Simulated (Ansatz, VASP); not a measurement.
One calculation of KCl, two programs

```
K Cl
1.0
     0.00000    3.40859    3.40859
     3.40859    0.00000    3.40859
     3.40859    3.40859    0.00000
K Cl
1 1
Direct
  0.00000 0.00000 0.00000
  0.50000 0.50000 0.50000
```

Change from the starting cell: strain +0.080 along x and y, +0.080 along z, atoms carried along.

Alike in both runs: task single point; functional PBEsol; k mesh 6 × 6 × 6; occupations gaussian, width 0.05 eV; no spin polarisation.

|  | VASP | Ansatz |
| --- | --- | --- |
| version | VASP 6.6.1 | Ansatz 0.2.0 |
| potentials or method | VASP PAW PBE potentials, release 64 (K_sv, Cl) | scalar-relativistic, plane waves, PAW |
| plane-wave cutoff (eV) | 520 | 420 |
| valence electrons in the cell | 16 | 16 |

|  | VASP | Ansatz | Ansatz less VASP |
| --- | --- | --- | --- |
| gap on the k mesh at the Fermi level (eV) | 4.37 | 4.37 | +0.002 |
| least direct gap on the mesh (eV) | 4.37 | 4.37 | +0.002 |
| pressure (GPa) | -2.5 | -2.5 | 0.00 |

Caveats: the PAW data sets were made with another functional, which shifts forces and pressure a little (VASP).
